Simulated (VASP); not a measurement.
# SnSe2 (P-3m1) in VASP: a series of runs

One crystal, SnSe2, is run at these levels: r2SCAN, PBE+D3(BJ); tasks: relaxation of cell and atoms.

Program: VASP 6.6.1. These are calculated values, not measurements. Logs are shortened: lines on timing, memory, paths and dates and some standing lists are left out, and cuts for length are marked.

**1. The crystal as given**

It takes space group P-3m1 (No. 164, trigonal). The conventional cell has a = 3.811 Å, b = 3.811 Å, c = 6.136 Å, α = 90.00°, β = 90.00°, γ = 120.00°. Around Sn (site symmetry -3m) lie 6 Se at 2.68 Å. Se (site symmetry 3m) has 3 Sn at 2.68 Å as nearest neighbours.

**2. Relaxation of cell and atoms, r2SCAN**

INCAR reads:

```
PREC = Accurate
ENCUT = 600
EDIFF = 1E-6
ISMEAR = 0
SIGMA = 0.03
LREAL = False
LASPH = True
NELM = 80
ALGO = Normal
ISIF = 3
LWAVE = False
LCHARG = False
METAGGA = R2SCAN
LMIXTAU = True
IBRION = 2
NSW = 90
EDIFFG = -0.01
KPAR = 2
```

KPOINTS reads:

```
Automatic mesh
0
Gamma
  9 9 5
```

POSCAR reads:

```
SnSe2
1.0
    3.8110000000      0.0000000000      0.0000000000
   -1.9055000000      3.3004228138      0.0000000000
    0.0000000000      0.0000000000      6.1360000000
Sn Se
1 2
Direct
    0.0000000000      0.0000000000      0.0000000000
    0.3333333333      0.6666666667      0.2490000000
    0.6666666667      0.3333333333      0.7510000000
```

Potentials or basis: VASP PAW PBE potentials, release 64 (Sn_d, Se).

Run with:

```bash
> cat potpaw_PBE.64/Sn_d/POTCAR potpaw_PBE.64/Se/POTCAR > POTCAR
> mpirun -np 2 vasp_std > vasp.out
```

OUTCAR:

```text
PREC = Accurate
   ENCUT = 600
   EDIFF = 1E-6
   ISMEAR = 0
   LREAL = False
   LASPH = True
   NELM = 80
   ISIF = 3
   METAGGA = R2SCAN
   IBRION = 2
   NSW = 90
   EDIFFG = -0.01

 ion  position               nearest neighbor table
   1  0.000  0.000  0.000-   2 2.68   3 2.68   2 2.68   3 2.68   3 2.68   2 2.68
   2  0.333  0.667  0.249-   1 2.68   1 2.68   1 2.68
   3  0.667  0.333  0.751-   1 2.68   1 2.68   1 2.68

  LATTYP: Found a hexagonal cell.
 ALAT       =     3.8110000000
 C/A-ratio  =     1.6100760955

  Lattice vectors:

 A1 = (   3.8110000000,   0.0000000000,   0.0000000000)
 A2 = (  -1.9055000000,   3.3004228138,   0.0000000000)
 A3 = (   0.0000000000,   0.0000000000,   6.1360000000)

Analysis of symmetry for initial positions (statically):
=====================================================================
 Subroutine PRICEL returns:
 Original cell was already a primitive cell.

 Routine SETGRP: Setting up the symmetry group for a
 hexagonal supercell.

 Subroutine GETGRP returns: Found 12 space group operations
 (whereof 12 operations were pure point group operations)
 out of a pool of 24 trial point group operations.

The static configuration has the point symmetry D_3d.

Analysis of symmetry for dynamics (positions and initial velocities):
=====================================================================
 Subroutine PRICEL returns:
 Original cell was already a primitive cell.

 Routine SETGRP: Setting up the symmetry group for a
 hexagonal supercell.

 Subroutine GETGRP returns: Found 12 space group operations
 (whereof 12 operations were pure point group operations)
 out of a pool of 24 trial point group operations.

The dynamic configuration has the point symmetry D_3d.

 Subroutine INISYM returns: Found 12 space group operations
 (whereof 12 operations are pure point group operations),
 and found     1 'primitive' translations

----------------------------------------------------------------------------------------

                                     Primitive cell

  volume of cell :      77.1781

  direct lattice vectors                    reciprocal lattice vectors
     3.811000000  0.000000000  0.000000000     0.262398321  0.151495741  0.000000000
    -1.905500000  3.300422814  0.000000000     0.000000000  0.302991482  0.000000000
     0.000000000  0.000000000  6.136000000     0.000000000  0.000000000  0.162972621

  length of vectors
     3.811000000  3.811000000  6.136000000     0.302991482  0.302991482  0.162972621

  position of ions in fractional coordinates (direct lattice)
     0.000000000  0.000000000  0.000000000
     0.333333333  0.666666667  0.249000000
     0.666666667  0.333333333  0.751000000
[... 79 lines left out ...]
   LREAL  =      F    real-space projection
   EDIFFG = -.1E-01   stopping-criterion for IOM
   NSW    =     90    number of steps for IOM
   IBRION =      2    ionic relax: 0-MD 1-quasi-New 2-CG
   NFREE  =      1    steps in history (QN), initial steepest desc. (CG)
   ISIF   =      3    stress and relaxation
   ISYM   =      2    0-nonsym 1-usesym 2-fastsym
   POTIM  = 0.5000    time-step for ionic-motion
   TEBEG  =    0.0;   TEEND  =   0.0 temperature during run
   PSTRESS=    0.0 pullay stress
   NELECT =      26.0000    total number of electrons
   NUPDOWN=      -1.0000    fix difference up-down
   EMIN   =  10.00;   EMAX   =-10.00  energy-range for DOS
   EFERMI =   0.00;   METHOD = LEGACY
   ISMEAR =     0;   SIGMA  =   0.03  broadening in eV -4-tet -1-fermi 0-gaus
   EFERMI_NEDOS =   21; number of points for ismear=-14 and -15
   IALGO  =     38    algorithm
   IMIX   =      4    mixing-type and parameters
     AMIX     =   0.40;   BMIX     =  1.00
     AMIX_MAG =   1.60;   BMIX_MAG =  1.00
  volume/ion in A,a.u.               =      25.73       173.61
  Fermi-wavevector in a.u.,A,eV,Ry     =   1.139116  2.152617 17.654722  1.297585
  Thomas-Fermi vector in A             =   2.275820
   LORBIT       =      0    0 simple, 1 ext, 2 COOP (PROOUT), +10 PAW based schemes
   METAGGA = R2SCAN    functional components
   LHFCALC =     F    Hartree Fock is set to
   AEXX    =    0.0000 exact exchange contribution
   IVDW    =     0    specifies the selected vdW correction
   LEPSILON=     F    determine dielectric tensor
   LRPA    =     F    only Hartree local field effects (RPA)
 conjugate gradient relaxation of ions
 non-spin polarized calculation
 Gauss-broadening in eV      SIGMA  =   0.03
  energy-cutoff  :      600.00
  volume of cell :       77.18
 maximum number of plane-waves:      2605
   NGX = 15   NGY = 15   NGZ = 25

--------------------------------------- Ionic step        1  -------------------------------------------

 number of electron      25.9999991 magnetization

 Free energy of the ion-electron system (eV)
  ---------------------------------------------------
  ext. energy  EPLUGINS =         0.00000000
  ---------------------------------------------------
  free energy    TOTEN  =       -54.58685740 eV

  energy without entropy =      -54.58685740  energy(sigma->0) =      -54.58685740

 E-fermi :   4.1031     XC(G=0): -10.0063

 val. band max:        3.8920292242   @ k =   0.1111   0.1111   0.0000
 cond. band min:       4.9498940581   @ k =   0.0000   0.4444   0.4000
 fundamental gap:      1.0578648338
 Fermi energy:         4.1030813223

 k-point     1 :       0.0000    0.0000    0.0000
  band No.  band energies     occupation
      1     -18.0448      2.00000
      2     -18.0448      2.00000
      3     -17.9842      2.00000
      4     -17.9723      2.00000
      5     -17.9723      2.00000
      6     -10.6305      2.00000
[... 575 lines left out ...]
  FREE ENERGIE OF THE ION-ELECTRON SYSTEM (eV)
  ---------------------------------------------------
  free  energy   TOTEN  =       -54.6318964465 eV

  energy  without entropy=      -54.6318964465  energy(sigma->0) =      -54.63189645

[... ionic steps 4 to 8 ...]

--------------------------------------- Ionic step        9  -------------------------------------------

 number of electron      25.9999988 magnetization

------------------------ aborting loop because EDIFF is reached ----------------------------------------
[... 69 lines left out ...]
--------------------------------------- Ionic step       11  -------------------------------------------

 number of electron      25.9999988 magnetization

 Free energy of the ion-electron system (eV)
  ---------------------------------------------------
  ext. energy  EPLUGINS =         0.00000000
  ---------------------------------------------------
  free energy    TOTEN  =       -54.63965923 eV

  energy without entropy =      -54.63965923  energy(sigma->0) =      -54.63965923

 E-fermi :   3.1676     XC(G=0):  -9.5705

 val. band max:        2.9904538205   @ k =   0.1111  -0.0000   0.2000
 cond. band min:       4.0291505815   @ k =   0.0000   0.4444   0.4000
 fundamental gap:      1.0386967611
 Fermi energy:         3.1675705927

 k-point     1 :       0.0000    0.0000    0.0000
  band No.  band energies     occupation
      1     -18.8066      2.00000
      2     -18.8066      2.00000
      3     -18.7520      2.00000
      4     -18.7449      2.00000
      5     -18.7449      2.00000
      6     -11.0787      2.00000
[... 501 lines left out ...]
  FREE ENERGIE OF THE ION-ELECTRON SYSTEM (eV)
  ---------------------------------------------------
  free  energy   TOTEN  =       -54.6396592271 eV

  energy  without entropy=      -54.6396592271  energy(sigma->0) =      -54.63965923

 reached required accuracy - stopping structural energy minimisation
```

OSZICAR:

```text
N       E                     dE             d eps       ncg     rms          rms(c)
DAV:   1     0.163803251824E+03    0.16380E+03   -0.13892E+04  1700   0.196E+03
DAV:   2    -0.353050297858E+02   -0.19911E+03   -0.19526E+03  1812   0.427E+02
DAV:   3    -0.582651087773E+02   -0.22960E+02   -0.22022E+02  2118   0.129E+02
DAV:   4    -0.590060392144E+02   -0.74093E+00   -0.73982E+00  2083   0.239E+01
[... 131 lines left out ...]
DAV:   5    -0.546396129134E+02   -0.84066E-06   -0.26606E-04  1745   0.160E-01    0.119E-02
DAV:   6    -0.546396548887E+02   -0.41975E-04   -0.10017E-04  1775   0.942E-02    0.896E-03
DAV:   7    -0.546396545517E+02    0.33699E-06   -0.17188E-05  1748   0.461E-02    0.354E-03
DAV:   8    -0.546396587316E+02   -0.41799E-05   -0.16386E-06  1562   0.145E-02    0.217E-03
DAV:   9    -0.546396592271E+02   -0.49551E-06   -0.96585E-07  1232   0.101E-02
  11 F= -.54639659E+02 E0= -.54639659E+02  d E =-.276291E-03
```

CONTCAR:

```text
SnSe2
   1.00000000000000
     3.8425214527673917    0.0000000000000000    0.0000000000000000
    -1.9212607263836958    3.3277211926602099    0.0000000000000000
    -0.0000000000000001   -0.0000000000000000    6.5365189160745052
  Sn              Se
     1     2
Direct
     1.0000000000000000    0.0000000000000000    0.0000000000000000
     0.3333333332999970    0.6666666667000030    0.2408219348309476
     0.6666666667000030    0.3333333332999970    0.7591780651690524

  0.00000000E+00  0.00000000E+00  0.00000000E+00
  0.00000000E+00  0.00000000E+00  0.00000000E+00
  0.00000000E+00  0.00000000E+00  0.00000000E+00
```

Wall time 20 min (2 MPI ranks of AMD EPYC 7R13 (Zen 3), shared host); peak memory 0.26 GiB.

Results:

```yaml
Free_energy: -54.6397 eV
Relaxed_volume: 27.86 Å³/atom
Relaxed_cell: a = 3.843 Å, b = 3.843 Å, c = 6.537 Å, α = 90.00°, β = 90.00°, γ = 120.00°
Space_group_after_relaxing_to_0.05_Å: P-3m1 (No. 164)
Energy_gained_by_relaxing: 17.6 meV/atom
Ionic_steps: 11
Pressure_after_relaxing: 0.0 GPa
Largest_force_after_relaxing: 0.004 eV/Å
Band_gap_on_the_k_mesh: 1.04 eV, indirect (least direct gap 1.48 eV)
```

Forces on the atoms (eV/Å):
```
Sn   0.000  0.000  0.000
Se   0.000  0.000  0.004
Se   0.000  0.000 -0.004
```

The path:
```csv
step,energy change (eV),largest force (eV/Å),pressure (GPa),volume (Å³)
1,0.0000,0.5337,3.65,77.18
2,-0.0069,0.5170,-2.86,83.91
3,-0.0450,0.0460,-0.05,80.56
4,-0.0450,0.0354,0.02,80.49
5,-0.0464,0.0562,0.07,80.52
6,-0.0475,0.0988,0.16,80.57
7,-0.0486,0.0929,0.10,80.89
8,-0.0511,0.0754,-0.05,81.83
9,-0.0525,0.0421,-0.27,83.71
10,-0.0502,0.1463,0.73,83.19
11,-0.0528,0.0043,-0.02,83.58
```

Final structure:
```
Sn Se
1.0
     3.84252    0.00000    0.00000
    -1.92126    3.32772    0.00000
     0.00000    0.00000    6.53652
Sn Se
1 2
Direct
  0.00000 0.00000 0.00000
  0.33333 0.66667 0.24082
  0.66667 0.33333 0.75918
```

Levels at points of the mesh, in eV from the valence-band top:
| k point | band 10 | band 11 | band 12 | band 13 | band 14 | band 15 | band 16 | band 17 |
| --- | --- | --- | --- | --- | --- | --- | --- | --- |
| (0.00, 0.00, 0.00) | -0.53 | -0.27 | -0.19 | -0.19 | 1.50 | 3.61 | 5.06 | 5.06 |

Caveat: the PAW data sets were made with another functional, which shifts forces and pressure a little; spin-orbit coupling is left out, which moves the levels of the heavy elements; an odd mesh through Γ misses points on the zone boundary, where band edges often lie.

**3. Relaxation of cell and atoms, r2SCAN**

This run uses another cell than the first one, of 27.86 Å³/atom, 1.083 times its volume.

INCAR, as its differences from that of step 2:

```diff
@@ -2,3 +2,3 @@
 ENCUT = 600
-EDIFF = 1E-6
+EDIFF = 1E-7
 ISMEAR = 0
@@ -16,3 +16,3 @@
 NSW = 90
-EDIFFG = -0.01
+EDIFFG = -0.005
 KPAR = 2
```

KPOINTS is that of step 2.

POSCAR reads:

```
SnSe2                                   
1.0
    3.8425214528      0.0000000000      0.0000000000
   -1.9212607264      3.3277211927      0.0000000000
   -0.0000000000     -0.0000000000      6.5365189161
  Sn              Se            
     1     2
Direct
     1.0000000000000000    0.0000000000000000    0.0000000000000000
     0.3333333332999970    0.6666666667000030    0.2408219348309476
     0.6666666667000030    0.3333333332999970    0.7591780651690524
```

Potentials or basis: VASP PAW PBE potentials, release 64 (Sn_d, Se).

Run with:

```bash
> cat potpaw_PBE.64/Sn_d/POTCAR potpaw_PBE.64/Se/POTCAR > POTCAR
> mpirun -np 2 vasp_std > vasp.out
```

OUTCAR:

```text
PREC = Accurate
   ENCUT = 600
   EDIFF = 1E-7
   ISMEAR = 0
   LREAL = False
   LASPH = True
   NELM = 80
   ISIF = 3
   METAGGA = R2SCAN
   IBRION = 2
   NSW = 90
   EDIFFG = -0.005

 ion  position               nearest neighbor table
   1  0.000  0.000  0.000-   2 2.72   3 2.72   2 2.72   3 2.72   3 2.72   2 2.72
   2  0.333  0.667  0.241-   1 2.72   1 2.72   1 2.72
   3  0.667  0.333  0.759-   1 2.72   1 2.72   1 2.72

  LATTYP: Found a hexagonal cell.
 ALAT       =     3.8425214528
 C/A-ratio  =     1.7011014763

  Lattice vectors:

 A1 = (   3.8425214528,   0.0000000000,   0.0000000000)
 A2 = (  -1.9212607264,   3.3277211927,   0.0000000000)
 A3 = (   0.0000000000,   0.0000000000,   6.5365189161)

Analysis of symmetry for initial positions (statically):
=====================================================================
 Subroutine PRICEL returns:
 Original cell was already a primitive cell.

 Routine SETGRP: Setting up the symmetry group for a
 hexagonal supercell.

 Subroutine GETGRP returns: Found 12 space group operations
 (whereof 12 operations were pure point group operations)
 out of a pool of 24 trial point group operations.

[... 170 lines left out ...]
 cond. band min:       4.0291878550   @ k =   0.0000   0.4444   0.4000
 fundamental gap:      1.0387350007
 Fermi energy:         3.1677014166

 k-point     1 :       0.0000    0.0000    0.0000
  band No.  band energies     occupation
      1     -18.8067      2.00000
      2     -18.8066      2.00000
      3     -18.7524      2.00000
      4     -18.7451      2.00000
      5     -18.7451      2.00000
      6     -11.0787      2.00000
[... 457 lines left out ...]
      4     -18.7408      2.00000
      5     -18.7288      2.00000
      6     -10.2573      2.00000
[... 9 lines left out ...]
     16       8.5697      0.00000
     17       9.8097      0.00000

 [... further k-points ...]

------------------------ aborting loop because EDIFF is reached ----------------------------------------

  FORCE on cell =-STRESS in cart. coord.  units (eV):
  Direction    XX          YY          ZZ          XY          YZ          ZX
  --------------------------------------------------------------------------------------
  -------------------------------------------------------------------------------------
  Total       -0.0144010     -0.0144010     -0.0073965      0.0000000      0.0000000      0.0000000
  in kB       -0.2760538     -0.2760538     -0.1417839      0.0000000      0.0000000      0.0000000
  external PRESSURE =      -0.2312972 kB  Pullay stress =       0.0000000 kB

 VOLUME and BASIS-vectors are now :
 -----------------------------------------------------------------------------
  energy-cutoff  :      600.00
  volume of cell :       83.58
      direct lattice vectors                 reciprocal lattice vectors
     3.842521453  0.000000000  0.000000000     0.260245782  0.150252972  0.000000000
    -1.921260726  3.327721193  0.000000000     0.000000000  0.300505944  0.000000000
     0.000000000  0.000000000  6.536518916     0.000000000  0.000000000  0.152986630

 POSITION                                       TOTAL-FORCE (eV/Angst)
 -----------------------------------------------------------------------------------
      0.00000      0.00000      0.00000         0.000000      0.000000      0.000000
     -0.00000      2.21848      1.57414         0.000000      0.000000      0.004214
      1.92126      1.10924      4.96238        -0.000000     -0.000000     -0.004214
 -----------------------------------------------------------------------------------
    total drift:                               -0.000000     -0.000000      0.000000

  FREE ENERGIE OF THE ION-ELECTRON SYSTEM (eV)
  ---------------------------------------------------
  free  energy   TOTEN  =       -54.6410535410 eV

  energy  without entropy=      -54.6410535410  energy(sigma->0) =      -54.64105354

 reached required accuracy - stopping structural energy minimisation
```

CONTCAR:

```text
SnSe2
   1.00000000000000
     3.8425214527999998    0.0000000000000000    0.0000000000000000
    -1.9212607263999999    3.3277211926999999    0.0000000000000000
     0.0000000000000000    0.0000000000000000    6.5365189161000004
  Sn              Se
     1     2
Direct
     0.0000000000000000    0.0000000000000000    0.0000000000000000
     0.3333333332999970    0.6666666667000030    0.2408219348309473
     0.6666666667000030    0.3333333332999970    0.7591780651690527

  0.00000000E+00  0.00000000E+00  0.00000000E+00
  0.00000000E+00  0.00000000E+00  0.00000000E+00
  0.00000000E+00  0.00000000E+00  0.00000000E+00
```

It took 3.8 min on 2 MPI ranks of AMD EPYC 7R13 (Zen 3), shared host; peak memory 0.27 GiB.

Results:

```yaml
Free_energy: -54.6411 eV
Pressure_after_relaxing: 0.0 GPa
Largest_force_after_relaxing: 0.004 eV/Å
Band_gap_on_the_k_mesh: 1.04 eV, indirect (least direct gap 1.48 eV)
```

Forces in eV/Å, atoms in the order of the input:
```
Sn   0.000  0.000  0.000
Se   0.000  0.000  0.004
Se   0.000  0.000 -0.004
```

Final structure:
```yaml
crystal:
  lattice:
    - [3.84252, 0.00000, 0.00000]
    - [-1.92126, 3.32772, 0.00000]
    - [0.00000, 0.00000, 6.53652]
  atoms:
    - { symbol: Sn, position: [0.00000, 0.00000, 0.00000] }
    - { symbol: Se, position: [0.33333, 0.66667, 0.24082] }
    - { symbol: Se, position: [0.66667, 0.33333, 0.75918] }
```

Caveat: the relaxation stopped at its first step, so nothing moved; the PAW data sets were made with another functional, which shifts forces and pressure a little; spin-orbit coupling is left out, which moves the levels of the heavy elements; an odd mesh through Γ misses points on the zone boundary, where band edges often lie.

(Part 1 of 2 ends here.)
